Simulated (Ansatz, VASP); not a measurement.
**One calculation of Ti, two programs**

```xyz
1
Lattice="0.0000 2.0590 2.0590 2.0590 0.0000 2.0590 2.0590 2.0590 0.0000" Properties=species:S:1:pos:R:3 pbc="T T T"
Ti    0.0000    0.0000    0.0000
```

Alike in both runs: task single point; functional PBE; k mesh 8 × 8 × 8; occupations gaussian, width 0.05 eV; no spin polarisation.

```csv
,VASP,Ansatz
version,VASP 6.6.1,Ansatz 0.2.0
potentials or method,"VASP PAW PBE potentials, release 64 (Ti_sv)","scalar-relativistic, plane waves, PAW"
plane-wave cutoff (eV),520,600
valence electrons in the cell,12,12
```

```tsv
	VASP	Ansatz	Ansatz less VASP
gap on the k mesh at the Fermi level (eV)	none	none	-
pressure (GPa)	-0.8	-0.5	+0.25
```

A gap of «none» marks a metal or a gap that the smearing closes. With one functional, cell and mesh, what is left measures potentials, basis and numerics.
